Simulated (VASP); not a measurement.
# Pt in VASP: further runs

The runs below take Pt through relaxation of the atoms, with LDA, PBEsol.

Program: VASP 6.6.1. These are calculated values, not measurements. Logs are shortened: lines on timing, memory, paths and dates and some standing lists are left out, and cuts for length are marked.

**1. The slab as given**

The cell holds a slab with vacuum, 9 atoms: a = 2.775 Å, b = 2.775 Å, c = 30.696 Å, α = 90.00°, β = 90.00°, γ = 90.00°.

The slab is cut from a database's or a generator's crystal, which needn't be the stable form of the element.

**2. Relaxation of the atoms, LDA**

Input file INCAR:

```
SYSTEM = Pt
PREC = Accurate
ENCUT = 350
EDIFF = 1E-6
ISMEAR = -1
SIGMA = 0.05
LREAL = .False.
LASPH = .True.
NELM = 60
ALGO = Fast
ISIF = 2
LWAVE = .False.
LCHARG = .False.
IBRION = 2
NSW = 40
EDIFFG = -0.01
```

Input file KPOINTS:

```
regular mesh
0
Gamma
  13 13 1
  0 0 0
```

Input file POSCAR:

```
Pt
1.0
    2.7746870094      0.0000000000      0.0000000000
    0.0000000000      2.7746870094      0.0000000000
    0.0000000000      0.0000000000     30.6960000000
Pt
9
Direct
    0.0000000000      0.0000000000      0.2443315090
    0.5000000000      0.5000000000      0.3082486317
    0.0000000000      0.0000000000      0.3721657545
    0.5000000000      0.5000000000      0.4360828772
    0.0000000000      0.0000000000      0.5000000000
    0.5000000000      0.5000000000      0.5639171228
    0.0000000000      0.0000000000      0.6278342455
    0.5000000000      0.5000000000      0.6917513683
    0.0000000000      0.0000000000      0.7556684910
```

Potentials or basis: VASP PAW LDA potentials, release 64 (Pt).

Launch:

```
$ cat potpaw_LDA.64/Pt/POTCAR > POTCAR
$ mpirun -np 1 vasp_std > vasp.out
```

OUTCAR:

```text
SYSTEM = Pt
   PREC = Accurate
   ENCUT = 350
   EDIFF = 1E-6
   ISMEAR = -1
   LREAL = .False.
   LASPH = .True.
   NELM = 60
   ISIF = 2
   IBRION = 2
   NSW = 40
   EDIFFG = -0.01

 ion  position               nearest neighbor table
   1  0.000  0.000  0.244-   2 2.77   2 2.77   2 2.77   2 2.77
   2  0.500  0.500  0.308-   1 2.77   1 2.77   1 2.77   1 2.77   3 2.77   3 2.77   3 2.77   3 2.77

   3  0.000  0.000  0.372-   4 2.77   4 2.77   4 2.77   4 2.77   2 2.77   2 2.77   2 2.77   2 2.77

   4  0.500  0.500  0.436-   3 2.77   3 2.77   3 2.77   3 2.77   5 2.77   5 2.77   5 2.77   5 2.77

   5  0.000  0.000  0.500-   4 2.77   6 2.77   4 2.77   6 2.77   4 2.77   6 2.77   4 2.77   6 2.77

   6  0.500  0.500  0.564-   7 2.77   7 2.77   7 2.77   7 2.77   5 2.77   5 2.77   5 2.77   5 2.77

   7  0.000  0.000  0.628-   6 2.77   6 2.77   6 2.77   6 2.77   8 2.77   8 2.77   8 2.77   8 2.77

   8  0.500  0.500  0.692-   9 2.77   9 2.77   9 2.77   9 2.77   7 2.77   7 2.77   7 2.77   7 2.77

   9  0.000  0.000  0.756-   8 2.77   8 2.77   8 2.77   8 2.77

  LATTYP: Found a simple tetragonal cell.
 ALAT       =     2.7746870094
 C/A-ratio  =    11.0628693961

  Lattice vectors:

 A1 = (   2.7746870094,   0.0000000000,   0.0000000000)
 A2 = (   0.0000000000,   2.7746870094,   0.0000000000)
 A3 = (   0.0000000000,   0.0000000000,  30.6960000000)

Analysis of symmetry for initial positions (statically):
=====================================================================
 Subroutine PRICEL returns:
 Original cell was already a primitive cell.

 Routine SETGRP: Setting up the symmetry group for a
 simple tetragonal supercell.

 Subroutine GETGRP returns: Found 16 space group operations
 (whereof 16 operations were pure point group operations)
 out of a pool of 16 trial point group operations.

The static configuration has the point symmetry D_4h.

Analysis of symmetry for dynamics (positions and initial velocities):
=====================================================================
 Subroutine PRICEL returns:
 Original cell was already a primitive cell.

 Routine SETGRP: Setting up the symmetry group for a
 simple tetragonal supercell.

 Subroutine GETGRP returns: Found 16 space group operations
 (whereof 16 operations were pure point group operations)
 out of a pool of 16 trial point group operations.

The dynamic configuration has the point symmetry D_4h.

 Subroutine INISYM returns: Found 16 space group operations
 (whereof 16 operations are pure point group operations),
 and found     1 'primitive' translations

----------------------------------------------------------------------------------------

                                     Primitive cell

  volume of cell :     236.3251

  direct lattice vectors                    reciprocal lattice vectors
     2.774687009  0.000000000  0.000000000     0.360401010  0.000000000  0.000000000
     0.000000000  2.774687009  0.000000000     0.000000000  0.360401010  0.000000000
     0.000000000  0.000000000 30.696000000     0.000000000  0.000000000  0.032577535

  length of vectors
     2.774687009  2.774687009 30.696000000     0.360401010  0.360401010  0.032577535

  position of ions in fractional coordinates (direct lattice)
     0.000000000  0.000000000  0.244331509
     0.500000000  0.500000000  0.308248632
     0.000000000  0.000000000  0.372165755
     0.500000000  0.500000000  0.436082877
     0.000000000  0.000000000  0.500000000
     0.500000000  0.500000000  0.563917123
     0.000000000  0.000000000  0.627834245
     0.500000000  0.500000000  0.691751368
     0.000000000  0.000000000  0.755668491

  ion indices of the primitive-cell ions
   primitive index   ion index
                 1           1
                 2           2
                 3           3
                 4           4
                 5           5
                 6           6
                 7           7
                 8           8
                 9           9

----------------------------------------------------------------------------------------

 KPOINTS: regular mesh

Automatic generation of k-mesh.
 Grid dimensions read from file:
 generate k-points for:   13   13    1

 Generating k-lattice:

  Cartesian coordinates                     Fractional coordinates (reciprocal lattice)
     0.027723155  0.000000000  0.000000000     0.076923077  0.000000000  0.000000000
     0.000000000  0.027723155  0.000000000     0.000000000  0.076923077  0.000000000
     0.000000000  0.000000000  0.032577535     0.000000000  0.000000000  1.000000000

  Length of vectors
     0.027723155  0.027723155  0.032577535

  Shift w.r.t. Gamma in fractional coordinates (k-lattice)
     0.000000000  0.000000000  0.000000000

 Subroutine IBZKPT returns following result:
 ===========================================

 Found     28 irreducible k-points:

 Following reciprocal coordinates:
            Coordinates               Weight
  0.000000  0.000000  0.000000      1.000000
  0.076923  0.000000  0.000000      4.000000
  0.153846  0.000000  0.000000      4.000000
  0.230769  0.000000  0.000000      4.000000
  0.307692  0.000000  0.000000      4.000000
  0.384615  0.000000  0.000000      4.000000
[... 16 lines left out ...]
  0.307692  0.307692  0.000000      4.000000
  0.384615  0.307692  0.000000      8.000000
 [... further k-points ...]
   k-points           NKPTS =     28   k-points in BZ     NKDIM =     28   number of bands    NBANDS=     54
   number of dos      NEDOS =    301   number of ions     NIONS =      9
   total plane-waves  NPLWV =  62208
   dimension x,y,z NGX =    18 NGY =   18 NGZ =  192
   dimension x,y,z NGXF=    36 NGYF=   36 NGZF=  384
   ions per type =               9
   NGX,Y,Z   is equivalent  to a cutoff of  10.78, 10.78, 10.40 a.u.
   NGXF,Y,Z  is equivalent  to a cutoff of  21.57, 21.57, 20.80 a.u.
 SYSTEM =  Pt
   PREC   = accura    normal or accurate (medium, high low for compatibility)
   ISTART =      0    job   : 0-new  1-cont  2-samecut
   ICHARG =      2    charge: 1-file 2-atom 10-const
   ISPIN  =      1    spin polarized calculation?
   LNONCOLLINEAR =      F non collinear calculations
   LSORBIT =      F    spin-orbit coupling
   LASPH  =      T    aspherical Exc in radial PAW
   ENCUT  =  350.0 eV  25.72 Ry    5.07 a.u.   4.23  4.23 46.82*2*pi/ulx,y,z
   NELM   =     60;   NELMIN=  2; NELMDL= -5     # of ELM steps
   EDIFF  = 0.1E-05   stopping-criterion for ELM
   LREAL  =      F    real-space projection
   EDIFFG = -.1E-01   stopping-criterion for IOM
   NSW    =     40    number of steps for IOM
   IBRION =      2    ionic relax: 0-MD 1-quasi-New 2-CG
   NFREE  =      1    steps in history (QN), initial steepest desc. (CG)
   ISIF   =      2    stress and relaxation
   ISYM   =      2    0-nonsym 1-usesym 2-fastsym
   POTIM  = 0.5000    time-step for ionic-motion
   TEBEG  =    0.0;   TEEND  =   0.0 temperature during run
   PSTRESS=    0.0 pullay stress
   NELECT =      90.0000    total number of electrons
   NUPDOWN=      -1.0000    fix difference up-down
   EMIN   =  10.00;   EMAX   =-10.00  energy-range for DOS
   EFERMI =   0.00;   METHOD = LEGACY
   ISMEAR =    -1;   SIGMA  =   0.05  broadening in eV -4-tet -1-fermi 0-gaus
   EFERMI_NEDOS =   21; number of points for ismear=-14 and -15
   IALGO  =     68    algorithm
   IMIX   =      4    mixing-type and parameters
     AMIX     =   0.40;   BMIX     =  1.00
     AMIX_MAG =   1.60;   BMIX_MAG =  1.00
  volume/ion in A,a.u.               =      26.26       177.20
  Fermi-wavevector in a.u.,A,eV,Ry     =   1.186640  2.242425 19.158568  1.408115
  Thomas-Fermi vector in A             =   2.322809
   LORBIT       =      0    0 simple, 1 ext, 2 COOP (PROOUT), +10 PAW based schemes
   GGA     = CA    functional components
   LHFCALC =     F    Hartree Fock is set to
   AEXX    =    0.0000 exact exchange contribution
   IVDW    =     0    specifies the selected vdW correction
   LEPSILON=     F    determine dielectric tensor
   LRPA    =     F    only Hartree local field effects (RPA)
 conjugate gradient relaxation of ions
 non-spin polarized calculation
 RMM-DIIS sequential band-by-band and
  energy-cutoff  :      350.00
  volume of cell :      236.33
 maximum number of plane-waves:      3550
 NGX is ok and might be reduce to    18
   NGX =  9   NGY =  9   NGZ = 93

--------------------------------------- Ionic step        1  -------------------------------------------

 number of electron      89.9999975 magnetization

 Free energy of the ion-electron system (eV)
  ---------------------------------------------------
  ext. energy  EPLUGINS =         0.00000000
  ---------------------------------------------------
  free energy    TOTEN  =       -65.13423871 eV

  energy without entropy =      -64.97779977  energy(sigma->0) =      -65.05601924

------------------------ aborting loop because EDIFF is reached ----------------------------------------

  FORCE on cell =-STRESS in cart. coord.  units (eV):
  Direction    XX          YY          ZZ          XY          YZ          ZX
  --------------------------------------------------------------------------------------
  -------------------------------------------------------------------------------------
  Total      -10.4008969    -10.4008969     -7.0157422      0.0000000      0.0000000     -0.0000000
  in kB      -70.5133884    -70.5133884    -47.5635668      0.0000000      0.0000000     -0.0000000
  external PRESSURE =     -62.8634479 kB  Pullay stress =       0.0000000 kB
[... 110 lines left out ...]
  FREE ENERGIE OF THE ION-ELECTRON SYSTEM (eV)
  ---------------------------------------------------
  free  energy   TOTEN  =       -65.1814959517 eV

  energy  without entropy=      -65.0272329652  energy(sigma->0) =      -65.10436446

[... ionic steps 4 to 11 ...]

--------------------------------------- Ionic step       12  -------------------------------------------

 number of electron      89.9999973 magnetization

------------------------ aborting loop because EDIFF is reached ----------------------------------------

  FORCE on cell =-STRESS in cart. coord.  units (eV):
  Direction    XX          YY          ZZ          XY          YZ          ZX
  --------------------------------------------------------------------------------------
  -------------------------------------------------------------------------------------
  Total       -5.2525833     -5.2525833     -0.5877041      0.0000000      0.0000000      0.0000000
  in kB      -35.6101454    -35.6101454     -3.9843686      0.0000000      0.0000000      0.0000000
  external PRESSURE =     -25.0682198 kB  Pullay stress =       0.0000000 kB
[... 71 lines left out ...]
  energy  without entropy=      -65.0834272649  energy(sigma->0) =      -65.15946955

--------------------------------------- Ionic step       14  -------------------------------------------

 number of electron      89.9999973 magnetization

 Free energy of the ion-electron system (eV)
  ---------------------------------------------------
  ext. energy  EPLUGINS =         0.00000000
  ---------------------------------------------------
  free energy    TOTEN  =       -65.23560198 eV

  energy without entropy =      -65.08363665  energy(sigma->0) =      -65.15961932

 E-fermi :   3.8330     XC(G=0):  -8.4252

 val. band max:        3.8283035239   @ k =   0.2308   0.0769   0.0000
 cond. band min:       3.8393673298   @ k =   0.3846   0.2308   0.0000
 fundamental gap:      0.0110638058
 Fermi energy:         3.8330179671

 k-point     1 :       0.0000    0.0000    0.0000
  band No.  band energies     occupation
      1      -6.4542      2.00000
      2      -6.0283      2.00000
      3      -5.2658      2.00000
      4      -4.3525      2.00000
      5      -3.5346      2.00000
      6      -3.3294      2.00000
[... 1357 lines left out ...]
     53       9.0276      0.00000
     54       9.5767      0.00000

 [... further k-points ...]

------------------------ aborting loop because EDIFF is reached ----------------------------------------

  FORCE on cell =-STRESS in cart. coord.  units (eV):
  Direction    XX          YY          ZZ          XY          YZ          ZX
  --------------------------------------------------------------------------------------
  -------------------------------------------------------------------------------------
  Total       -5.2730785     -5.2730785     -0.6086047      0.0000000      0.0000000      0.0000000
  in kB      -35.7490935    -35.7490935     -4.1260651      0.0000000      0.0000000      0.0000000
  external PRESSURE =     -25.2080840 kB  Pullay stress =       0.0000000 kB
[... 24 lines left out ...]
  FREE ENERGIE OF THE ION-ELECTRON SYSTEM (eV)
  ---------------------------------------------------
  free  energy   TOTEN  =       -65.2356019810 eV

  energy  without entropy=      -65.0836366493  energy(sigma->0) =      -65.15961932

 reached required accuracy - stopping structural energy minimisation
```

Run time: 62 min. Hardware: 1 thread of Intel Xeon Platinum 8375C at 2.90GHz (Ice Lake), shared host; peak memory 0.28 GiB.

Results:

```yaml
Free_energy: -65.2356 eV
Energy_gained_by_relaxing: 11.3 meV/atom
Ionic_steps: 14
Largest_force_after_relaxing: 0.005 eV/Å
Band_gap_on_the_k_mesh: none (metal or under the smearing width)
```

Forces on the atoms (eV/Å):
```
Pt   0.000  0.000 -0.005
Pt   0.000  0.000 -0.002
Pt   0.000  0.000  0.004
Pt   0.000  0.000  0.001
Pt   0.000  0.000  0.000
Pt   0.000  0.000 -0.001
Pt   0.000  0.000 -0.004
Pt   0.000  0.000  0.002
Pt   0.000  0.000  0.005
```

The path:
```
step  energy change (eV)  largest force (eV/Å)  pressure (GPa)
   1              0.0000                0.6862           -6.29
   2             -0.0400                0.3667           -5.73
   3             -0.0473                0.3290           -5.33
   4             -0.0603                0.2225           -5.01
   5             -0.0653                0.2418           -4.65
   6             -0.0737                0.1636           -4.40
   7             -0.0775                0.2504           -4.06
   8             -0.0853                0.2095           -3.79
   9             -0.0995                0.0805           -2.95
  10             -0.0839                0.2200           -1.14
  11             -0.1013                0.0185           -2.54
  12             -0.1013                0.0187           -2.51
  13             -0.1013                0.0362           -2.55
  14             -0.1014                0.0045           -2.52
```

Final structure:
```cif
data_structure
_symmetry_space_group_name_H-M 'P 1'
_symmetry_Int_Tables_number 1
_cell_length_a 2.7747
_cell_length_b 2.7747
_cell_length_c 30.6960
_cell_angle_alpha 90.000
_cell_angle_beta 90.000
_cell_angle_gamma 90.000
_cell_volume 236.33
loop_
_atom_site_label
_atom_site_type_symbol
_atom_site_fract_x
_atom_site_fract_y
_atom_site_fract_z
_atom_site_occupancy
Pt1 Pt 0.00000 0.00000 0.25090 1
Pt2 Pt 0.50000 0.50000 0.31179 1
Pt3 Pt 0.00000 0.00000 0.37427 1
Pt4 Pt 0.50000 0.50000 0.43703 1
Pt5 Pt 0.00000 0.00000 0.50000 1
Pt6 Pt 0.50000 0.50000 0.56297 1
Pt7 Pt 0.00000 0.00000 0.62573 1
Pt8 Pt 0.50000 0.50000 0.68821 1
Pt9 Pt 0.00000 0.00000 0.74910 1
```

(Part 1 of 2 ends here.)
